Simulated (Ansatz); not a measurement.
Random displacements in Si

The calculation used DFT LDA, scalar-relativistic, plane waves, PAW (Ansatz 0.2.0). The runs took a 420 eV cutoff, a Γ-centred 10×10×10 mesh and Gaussian smearing (0.03 eV). No spin polarisation. Energies are free energies at this smearing, counted from the undisturbed cell; pressure is positive in compression.

The starting cell (as given, not relaxed at this level; this form isn't the usual structure):

```
Si
1.0
    -3.32544    3.32544    1.92239
     3.32544   -3.32544    1.92239
     3.32544    3.32544   -1.92239
Si
4
Direct
  0.17880 0.17880 0.35760
  0.82120 0.82120 0.64240
  0.17880 0.82120 0.00000
  0.82120 0.17880 0.00000
```

The atoms are displaced (Å, in the unstrained cell):

```
atom ux uy uz
 Si1   0.084   0.004   0.018
 Si2   0.054   0.014  -0.121
 Si3  -0.028   0.008   0.224
 Si4  -0.110  -0.027  -0.121
```

The cell is not strained.

What are the energy change, the stress and the forces?

ΔE = 245.0 meV/atom; stress (xx, yy, zz, yz, xz, xy; compression positive) (3.87, -1.74, 2.67, 6.32, -2.81, -1.34) GPa.
```tsv
atom	Fx (eV/Å)	Fy	Fz
Si1	-1.17	-0.56	-1.55
Si2	-1.26	0.38	1.80
Si3	1.80	-1.16	-4.03
Si4	0.63	1.34	3.78
```

Cost: 1 run of about 0.42 core-minutes, on Intel Xeon 6975P-C (Granite Rapids) (shared hosts).